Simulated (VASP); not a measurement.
# Sb (R-3m) in VASP: a series of runs

The runs below take Sb through band structure, with PBE+D3(BJ), r2SCAN.

All numbers are computed with VASP 6.6.1; they aren't measurements. Logs are shortened: lines on timing, memory, paths and dates and some standing lists are left out, and cuts for length are marked.

## Step 1: Starting point

Symmetry: R-3m, No. 166, trigonal system. The conventional cell has a = 4.325 Å, b = 4.325 Å, c = 11.016 Å, α = 90.00°, β = 90.00°, γ = 120.00°. Sb (site symmetry 3m) is surrounded by 6 Sb at 2.93 to 3.28 Å.

The cell was built by a generator and needn't be a form met in nature.

## Step 2: Band structure, PBE+D3(BJ)

Contents of INCAR:

```
SYSTEM = Sb
PREC = Accurate ; ENCUT = 520
EDIFF = 1E-6 ; ISMEAR = 0
SIGMA = 0.03 ; LREAL = .False.
LASPH = .True. ; NELM = 80
ALGO = Normal ; ISIF = 2
LWAVE = .False. ; LCHARG = .False.
GGA = PE ; IVDW = 12
NBANDS = 12 ; ICORELEVEL = 1
```

Contents of KPOINTS:

```
Automatic mesh
0
Gamma
  9 9 7
  0 0 0
```

Contents of POSCAR:

```
Sb                                      
1.0
    2.1625869059      1.2485701364      3.6720202478
   -2.1625869059      1.2485701364      3.6720202478
    0.0000000000     -2.4971402631      3.6720202479
  Sb            
     2
Direct
     0.2366305821926468    0.2366305821926468    0.2366305821926397
     0.7633694178073532    0.7633694178073532    0.7633694178073603
```

Contents of KPOINTS_OPT:

```
explicit points
143
Reciprocal
 0.0000000000  0.0000000000  0.0000000000 1
 0.0357142857  0.0000000000  0.0000000000 1
 0.0714285714  0.0000000000  0.0000000000 1
 0.1071428571  0.0000000000  0.0000000000 1
 0.1428571429  0.0000000000  0.0000000000 1
 0.1785714286  0.0000000000  0.0000000000 1
[... 135 lines left out ...]
 0.6298282751  0.6298282751  0.2403434497 1
 0.6298282751  0.3701717249  0.0000000000 1
```

Potentials or basis: VASP PAW PBE potentials, release 64 (Sb).

The run is started by

```bash
$ cat potpaw_PBE.64/Sb/POTCAR > POTCAR
$ mpirun -np 1 vasp_std > vasp.out
```

OUTCAR:

```text
SYSTEM = Sb
   PREC = Accurate
   ENCUT = 520
   EDIFF = 1E-6
   ISMEAR = 0
   LREAL = .False.
   LASPH = .True.
   NELM = 80
   ISIF = 2
   GGA = PE
   IVDW = 12
 IVDW          = 12

 ion  position               nearest neighbor table
   1  0.237  0.237  0.237-   2 2.93   2 2.93   2 2.93   2 3.28   2 3.28   2 3.28
   2  0.763  0.763  0.763-   1 2.93   1 2.93   1 2.93   1 3.28   1 3.28   1 3.28

  LATTYP: Found a trigonal (rhomboedric) cell.
 ALAT       =     4.4406578579
 COS(alpha) =     0.5256679086

  Lattice vectors:

 A1 = (   2.1625869059,   1.2485701364,   3.6720202478)
 A2 = (  -2.1625869059,   1.2485701364,   3.6720202478)
 A3 = (   0.0000000000,  -2.4971402631,   3.6720202479)

Analysis of symmetry for initial positions (statically):
=====================================================================
 Subroutine PRICEL returns:
 Original cell was already a primitive cell.

 Routine SETGRP: Setting up the symmetry group for a
 trigonal (rhombohedral) supercell.

 Subroutine GETGRP returns: Found 12 space group operations
 (whereof 12 operations were pure point group operations)
 out of a pool of 12 trial point group operations.

The static configuration has the point symmetry D_3d.

Analysis of symmetry for dynamics (positions and initial velocities):
=====================================================================
 Subroutine PRICEL returns:
 Original cell was already a primitive cell.

 Routine SETGRP: Setting up the symmetry group for a
 trigonal (rhombohedral) supercell.

 Subroutine GETGRP returns: Found 12 space group operations
 (whereof 12 operations were pure point group operations)
 out of a pool of 12 trial point group operations.

The dynamic configuration has the point symmetry D_3d.

 Subroutine INISYM returns: Found 12 space group operations
 (whereof 12 operations are pure point group operations),
 and found     1 'primitive' translations

----------------------------------------------------------------------------------------

                                     Primitive cell

  volume of cell :      59.4898

  direct lattice vectors                    reciprocal lattice vectors
     2.162586906  1.248570136  3.672020248     0.231204581  0.133486027  0.090776551
    -2.162586906  1.248570136  3.672020248    -0.231204581  0.133486027  0.090776551
     0.000000000 -2.497140263  3.672020248     0.000000000 -0.266972054  0.090776551

  length of vectors
     4.440657858  4.440657858  4.440657856     0.281983085  0.281983085  0.281983085

  position of ions in fractional coordinates (direct lattice)
     0.236630582  0.236630582  0.236630582
     0.763369418  0.763369418  0.763369418

  ion indices of the primitive-cell ions
   primitive index   ion index
                 1           1
                 2           2

----------------------------------------------------------------------------------------

 KPOINTS: Automatic mesh

Automatic generation of k-mesh.
 Grid dimensions read from file:
 generate k-points for:    9    9    7

 Generating k-lattice:

  Cartesian coordinates                     Fractional coordinates (reciprocal lattice)
     0.025689398  0.014831781  0.010086283     0.111111111  0.000000000  0.000000000
    -0.025689398  0.014831781  0.010086283     0.000000000  0.111111111  0.000000000
     0.000000000 -0.038138865  0.012968079     0.000000000  0.000000000  0.142857143

  Length of vectors
     0.031331454  0.031331454  0.040283298

  Shift w.r.t. Gamma in fractional coordinates (k-lattice)
     0.000000000  0.000000000  0.000000000

 -----------------------------------------------------------------------------
|                                                                             |
|           W    W    AA    RRRRR   N    N  II  N    N   GGGG   !!!           |
|           W    W   A  A   R    R  NN   N  II  NN   N  G    G  !!!           |
|           W    W  A    A  R    R  N N  N  II  N N  N  G       !!!           |
|           W WW W  AAAAAA  RRRRR   N  N N  II  N  N N  G  GGG   !            |
[... 38 lines left out ...]
       3d   -503.7881  4s   -137.0059  4p    -89.9778  4d    -21.7773

 E-fermi :   7.3964     XC(G=0):  -9.6092

 val. band max:        7.3610585134   @ k =   0.4444   0.4444   0.4286
 cond. band min:       7.3982444272   @ k =   0.3333   0.1111   0.1429
 fundamental gap:      0.0371859138
 Fermi energy:         7.3963916809

 k-point     1 :       0.0000    0.0000    0.0000
  band No.  band energies     occupation
      1      -5.3115      2.00000
      2       2.7493      2.00000
      3       5.4665      2.00000
      4       5.6031      2.00000
      5       5.6031      2.00000
      6       9.8171      0.00000
      7      10.2759      0.00000
      8      10.2759      0.00000
      9      12.3543      0.00000
     10      12.3543      0.00000
     11      12.5052      0.00000
     12      14.0464      0.00000

 k-point     2 :       0.1111    0.0000   -0.0000
  band No.  band energies     occupation
      1      -5.1745      2.00000
      2       2.1054      2.00000
      3       5.4963      2.00000
      4       5.5924      2.00000
      5       5.9210      2.00000
      6       9.6145      0.00000
      7       9.8723      0.00000
      8       9.8961      0.00000
      9      11.9936      0.00000
     10      12.3960      0.00000
     11      12.4605      0.00000
     12      14.9171      0.00000

 k-point     3 :       0.2222   -0.0000   -0.0000
  band No.  band energies     occupation
      1      -4.7663      2.00000
      2       0.7986      2.00000
      3       5.5483      2.00000
      4       5.5868      2.00000
      5       6.3895      2.00000
      6       8.9200      0.00000
      7       9.0215      0.00000
      8       9.0880      0.00000
      9      12.2038      0.00000
     10      12.8305      0.00000
     11      13.1239      0.00000
     12      16.6759      0.00000
[... 211 lines left out ...]
 k-point    18 :      -0.3333    0.2222    0.0000
  band No.  band energies     occupation
      1      -3.0651      2.00000
      2      -1.5265      2.00000
      3       3.0923      2.00000
      4       5.3539      2.00000
      5       5.6891      2.00000
      6       8.4416      0.00000
      7       9.0301      0.00000
      8      11.7583      0.00000
      9      13.2649      0.00000
     10      14.3163      0.00000
     11      14.6257      0.00000
     12      17.2252      0.00000

 k-point    19 :      -0.2222    0.2222    0.0000
  band No.  band energies     occupation
      1      -3.8683      2.00000
      2      -0.5768      2.00000
      3       3.5207      2.00000
      4       6.1449      2.00000
      5       6.3075      2.00000
      6       7.7665      0.00000
      7       8.3890      0.00000
      8      11.5058      0.00000
      9      12.2561      0.00000
     10      13.6202      0.00000
     11      15.6561      0.00000
     12      16.8618      0.00000

 k-point    20 :       0.3333    0.3333   -0.0000
  band No.  band energies     occupation

------------------------ aborting loop because EDIFF is reached ----------------------------------------

 Edisp (eV)   -0.96032

 E8    (eV) :    -0.4480

  FORCE on cell =-STRESS in cart. coord.  units (eV):
  Direction    XX          YY          ZZ          XY          YZ          ZX
  --------------------------------------------------------------------------------------
  -------------------------------------------------------------------------------------
  Total      -0.00011    -0.00011     0.00015     0.00000     0.00000     0.00000
  in kB      -0.00307    -0.00307     0.00408     0.00000     0.00000     0.00000
  external pressure =       -0.00 kB  Pullay stress =        0.00 kB

 VOLUME and BASIS-vectors are now :
 -----------------------------------------------------------------------------
  energy-cutoff  :      520.00
  volume of cell :       59.49
      direct lattice vectors                 reciprocal lattice vectors
     2.162586906  1.248570136  3.672020248     0.231204581  0.133486027  0.090776551
    -2.162586906  1.248570136  3.672020248    -0.231204581  0.133486027  0.090776551
     0.000000000 -2.497140263  3.672020248     0.000000000 -0.266972054  0.090776551

 POSITION                                       TOTAL-FORCE (eV/Angst)
 -----------------------------------------------------------------------------------
      0.00000      0.00000      2.60674         0.000000      0.000000      0.005104
      0.00000      0.00000      8.40932         0.000000     -0.000000     -0.005104
 -----------------------------------------------------------------------------------
    total drift:                                0.000000     -0.000000      0.000000

  FREE ENERGIE OF THE ION-ELECTRON SYSTEM (eV)
  ---------------------------------------------------
  free  energy   TOTEN  =        -9.2013275858 eV

  energy  without entropy=       -9.2011586531  energy(sigma->0) =       -9.20124312
```

Run time: 51 s. Hardware: 1 thread of Intel Xeon 6975P-C (Granite Rapids), shared host; peak memory 0.32 GiB.

What came out:

```yaml
Free_energy: -9.2013 eV
Pressure: 0.0 GPa
Largest_force: 0.005 eV/Å
Band_gap_along_the_path: none (metal or under the smearing width)
Dispersion_energy_per_atom: -0.480 eV
```

Forces in eV/Å, atoms in the order of the input:
```
Sb   0.000  0.000  0.005
Sb   0.000  0.000 -0.005
```

Levels at the corners of the path, in eV from the Fermi level:
```
point  band 3  band 4  band 5  band 6  band 7  band 8
    Γ   -1.93   -1.79   -1.79    2.42    2.88    2.88
    L   -1.69   -1.51   -0.29   -0.12    0.27    0.28
    L   -1.69   -1.51   -0.29   -0.12    0.27    0.28
   B1   -5.01   -4.90   -0.51    0.61    4.73    4.77
    B   -5.01   -4.90   -0.51    0.61    4.73    4.77
    Z   -1.21   -1.21   -0.40   -0.05   -0.05    0.95
    Z   -1.21   -1.21   -0.40   -0.05   -0.05    0.95
    Γ   -1.93   -1.79   -1.79    2.42    2.88    2.88
    Γ   -1.93   -1.79   -1.79    2.42    2.88    2.88
    X   -5.33   -3.15   -2.85    2.89    3.41    4.08
    Q   -5.33   -3.15   -2.85    2.89    3.41    4.08
    F   -5.56   -3.74   -3.70    1.67    5.11    5.49
    F   -5.56   -3.74   -3.70    1.67    5.11    5.49
   P1   -5.38   -3.22   -2.75    2.76    3.23    4.50
   P1   -5.38   -3.22   -2.75    2.76    3.23    4.50
    Z   -1.21   -1.21   -0.40   -0.05   -0.05    0.95
    L   -1.69   -1.51   -0.29   -0.12    0.27    0.28
    P   -5.38   -3.22   -2.75    2.76    3.23    4.50
```

Core levels (eV, on the scale of the bands):
```csv
atom,levels
1 Sb,"1s -30286.3, 2s -4598.3, 2p -4126.4, 3s -892.0, 3p -738.2, 3d -503.8, 4s -137.0, 4p -90.0, 4d -21.8"
2 Sb,"1s -30286.3, 2s -4598.3, 2p -4126.4, 3s -892.0, 3p -738.2, 3d -503.8, 4s -137.0, 4p -90.0, 4d -21.8"
```

Caveat: spin-orbit coupling is left out, which moves the levels of the heavy elements; pairwise dispersion overbinds metals, which lowers pressure and volume.

## Step 3: Band structure, PBE+D3(BJ)

Contents of INCAR:

```
SYSTEM = Sb
ALGO = Fast
EDIFF = 1E-7
ENCUT = 520
GGA = PE
ICORELEVEL = 1
ISIF = 2
ISMEAR = 0
IVDW = 12
LASPH = .True.
LCHARG = .False.
LREAL = .False.
LWAVE = .False.
NBANDS = 12
NELM = 80
PREC = Accurate
SIGMA = 0.03
```

Contents of KPOINTS:

```
k-points
0
Gamma
  9 9 7
  0 0 0
```

POSCAR is that of step 2.

Contents of KPOINTS_OPT:

```
explicit points
188
Reciprocal
 0.0000000000  0.0000000000  0.0000000000 1
 0.0263157895  0.0000000000  0.0000000000 1
 0.0526315789  0.0000000000  0.0000000000 1
 0.0789473684  0.0000000000  0.0000000000 1
 0.1052631579  0.0000000000  0.0000000000 1
 0.1315789474  0.0000000000  0.0000000000 1
[... 180 lines left out ...]
 0.6298282751  0.6298282751  0.2403434497 1
 0.6298282751  0.3701717249  0.0000000000 1
```

Potentials or basis: VASP PAW PBE potentials, release 64 (Sb).

The run is started by

```bash
$ cat potpaw_PBE.64/Sb/POTCAR > POTCAR
$ mpirun -np 1 vasp_std > vasp.out
```

Wall time 2.8 min (1 thread of Intel Xeon Platinum 8259CL at 2.50GHz (Skylake/Cascade Lake), shared host); peak memory 0.33 GiB.

Results (log left out):

```yaml
Free_energy: -9.2013 eV
Pressure: 0.0 GPa
Largest_force: 0.005 eV/Å
Band_gap_along_the_path: none (metal or under the smearing width)
Dispersion_energy_per_atom: -0.480 eV
```

Forces on the atoms (eV/Å):
```
Sb   0.000  0.000  0.005
Sb   0.000  0.000 -0.005
```

Levels at the corners of the path, in eV from the Fermi level:
```
point  band 2  band 3  band 4  band 5  band 6  band 7  band 8  band 9
    Γ   -4.65   -1.93   -1.79   -1.79    2.42    2.88    2.88    4.96
    L   -9.69   -1.69   -1.51   -0.29   -0.12    0.27    0.28    7.95
    L   -9.69   -1.69   -1.51   -0.29   -0.12    0.27    0.28    7.95
   B1   -9.05   -5.01   -4.90   -0.51    0.61    4.73    4.77    6.15
    B   -9.05   -5.01   -4.90   -0.51    0.61    4.73    4.77    6.15
    Z   -9.14   -1.21   -1.21   -0.40   -0.05   -0.05    0.95    7.41
    Z   -9.14   -1.21   -1.21   -0.40   -0.05   -0.05    0.95    7.41
    Γ   -4.65   -1.93   -1.79   -1.79    2.42    2.88    2.88    4.96
    Γ   -4.65   -1.93   -1.79   -1.79    2.42    2.88    2.88    4.96
    X   -9.06   -5.33   -3.15   -2.85    2.89    3.41    4.08    6.15
    Q   -9.06   -5.33   -3.15   -2.85    2.89    3.41    4.08    6.15
    F   -7.83   -5.56   -3.74   -3.70    1.67    5.11    5.49    7.18
    F   -7.83   -5.56   -3.74   -3.70    1.67    5.11    5.49    7.18
   P1   -8.73   -5.38   -3.22   -2.75    2.76    3.23    4.50    6.27
   P1   -8.73   -5.38   -3.22   -2.75    2.76    3.23    4.50    6.27
    Z   -9.14   -1.21   -1.21   -0.40   -0.05   -0.05    0.95    7.41
    L   -9.69   -1.69   -1.51   -0.29   -0.12    0.27    0.28    7.95
    P   -8.73   -5.38   -3.22   -2.75    2.76    3.23    4.50    6.27
```

Core levels (eV, on the scale of the bands):
| atom | levels |
| --- | --- |
| 1 Sb | 1s -30286.3, 2s -4598.3, 2p -4126.4, 3s -892.0, 3p -738.2, 3d -503.8, 4s -137.0, 4p -90.0, 4d -21.8 |
| 2 Sb | 1s -30286.3, 2s -4598.3, 2p -4126.4, 3s -892.0, 3p -738.2, 3d -503.8, 4s -137.0, 4p -90.0, 4d -21.8 |

Caveat: spin-orbit coupling is left out, which moves the levels of the heavy elements; pairwise dispersion overbinds metals, which lowers pressure and volume.

## Step 4: Band structure, PBE+D3(BJ), spin-orbit coupling, no magnetisation

Contents of INCAR:

```
SYSTEM = Sb
ALGO = Fast
EDIFF = 1E-7
ENCUT = 520
GGA = PE
GGA_COMPAT = .False.
ISIF = 2
ISMEAR = 0
IVDW = 12
LASPH = .True.
LCHARG = .False.
LNONCOLLINEAR = .True.
LORBIT = 11
LREAL = .False.
LSORBIT = .True.
LWAVE = .False.
MAGMOM = 0 0 0 0 0 0
NBANDS = 24
NELM = 80
PREC = Accurate
SIGMA = 0.03
```

Contents of KPOINTS:

```
k-points
0
Gamma
  6 6 6
  0 0 0
```

POSCAR is that of step 3.

KPOINTS_OPT is that of step 3.

The run is started by

```bash
$ cat potpaw_PBE.64/Sb/POTCAR > POTCAR
$ mpirun -np 1 vasp_ncl > vasp.out
```

It took 7.2 min on 1 thread of Intel Xeon Platinum 8259CL at 2.50GHz (Skylake/Cascade Lake), shared host; peak memory 0.4 GiB.

The run converged. Its results:

```yaml
Free_energy: -9.3428 eV
Pressure: 0.2 GPa
Largest_force: 0.139 eV/Å
Valence_electrons_inside_the_program's_atomic_spheres: Sb 2.40
Dispersion_energy_per_atom: -0.480 eV
```

Forces on the atoms (eV/Å):
```
Sb   0.000  0.000 -0.139
Sb   0.000  0.000  0.139
```

Stress tensor (GPa, compression positive):
```
0.05 0.00 0.00
0.00 0.05 0.00
0.00 0.00 0.36
```

## Step 5: Band structure, r2SCAN

Contents of INCAR:

```
SYSTEM = Sb
ALGO = Normal
EDIFF = 1E-7
ENCUT = 520
ISIF = 2
ISMEAR = 0
LASPH = .True.
LCHARG = .False.
LMIXTAU = .True.
LREAL = .False.
LWAVE = .False.
METAGGA = R2SCAN
NBANDS = 12
NELM = 80
PREC = Accurate
SIGMA = 0.03
```

Contents of KPOINTS:

```
k-points
0
Gamma
  9 9 7
  0 0 0
```

POSCAR is that of step 4.

KPOINTS_OPT is that of step 4.

The run is started by

```bash
$ cat potpaw_PBE.64/Sb/POTCAR > POTCAR
$ mpirun -np 1 vasp_std > vasp.out
```

Wall time 9.7 min (1 thread of Intel Xeon Platinum 8259CL at 2.50GHz (Skylake/Cascade Lake), shared host); peak memory 0.31 GiB.

It converged, with:

```yaml
Free_energy: -51.3657 eV
Pressure: 1.6 GPa
Largest_force: 0.139 eV/Å
Band_gap_along_the_path: none (metal or under the smearing width)
```

Forces on the atoms (eV/Å):
```
Sb   0.000  0.000 -0.139
Sb   0.000  0.000  0.139
```

Stress tensor (GPa, compression positive):
```
1.54 0.00 0.00
0.00 1.54 0.00
0.00 0.00 1.84
```

Levels at the corners of the path, in eV from the Fermi level:
```csv
point,band 1,band 2,band 3,band 4,band 5,band 6,band 7,band 8,band 9,band 10
Γ,-13.32,-4.62,-2.14,-2.00,-2.00,2.53,3.00,3.00,5.29,5.29
L,-10.75,-10.13,-1.87,-1.68,-0.36,0.04,0.26,0.43,8.52,9.04
L,-10.75,-10.13,-1.87,-1.68,-0.36,0.04,0.26,0.43,8.52,9.04
B1,-10.12,-9.44,-5.29,-5.18,-0.60,0.67,5.05,5.10,6.52,6.59
B,-10.12,-9.44,-5.29,-5.18,-0.60,0.67,5.05,5.10,6.52,6.59
Z,-11.43,-9.55,-1.36,-1.36,-0.24,-0.10,-0.10,1.12,7.96,9.26
Z,-11.43,-9.55,-1.36,-1.36,-0.24,-0.10,-0.10,1.12,7.96,9.26
Γ,-13.32,-4.62,-2.14,-2.00,-2.00,2.53,3.00,3.00,5.29,5.29
Γ,-13.32,-4.62,-2.14,-2.00,-2.00,2.53,3.00,3.00,5.29,5.29
X,-10.21,-9.45,-5.63,-3.39,-2.98,3.00,3.66,4.39,6.50,7.84
Q,-10.21,-9.45,-5.63,-3.39,-2.98,3.00,3.66,4.39,6.50,7.84
F,-10.76,-8.13,-5.84,-4.01,-3.97,1.89,5.38,5.82,7.62,9.16
F,-10.76,-8.13,-5.84,-4.01,-3.97,1.89,5.38,5.82,7.62,9.16
P1,-10.51,-9.10,-5.68,-3.47,-2.88,2.96,3.35,4.87,6.63,8.30
P1,-10.51,-9.10,-5.68,-3.47,-2.88,2.96,3.35,4.87,6.63,8.30
Z,-11.43,-9.55,-1.36,-1.36,-0.24,-0.10,-0.10,1.12,7.96,9.26
L,-10.75,-10.13,-1.87,-1.68,-0.36,0.04,0.26,0.43,8.52,9.04
P,-10.51,-9.10,-5.68,-3.47,-2.88,2.96,3.35,4.87,6.63,8.30
```

Caveat: the PAW data sets were made with another functional, which shifts forces and pressure a little; spin-orbit coupling is left out, which moves the levels of the heavy elements.

## Step 6: Overview

```csv
level,spin,k mesh,pressure (GPa),largest force (eV/Å)
PBE+D3(BJ),off,9 × 9 × 7,0.0,0.01
PBE+D3(BJ),"SOC, no magnetisation",6 × 6 × 6,0.2,0.14
r2SCAN,off,9 × 9 × 7,1.6,0.14
```

Alike in all rows: task band structure; potentials or basis VASP PAW PBE potentials, release 64 (Sb); cell as given; cutoff (eV) 520; smearing gaussian 0.03 eV.

The pressure there spans 0.0 GPa (PBE+D3(BJ)) to 1.6 GPa (r2SCAN); a positive pressure means that this level wants a larger cell, a negative one a smaller.

Caveats: spin-orbit coupling is left out, which moves the levels of the heavy elements (some runs); pairwise dispersion overbinds metals, which lowers pressure and volume (some runs); the PAW data sets were made with another functional, which shifts forces and pressure a little (some runs).

Total energies depend on the potentials used, so only differences within one code and one set of settings carry meaning.
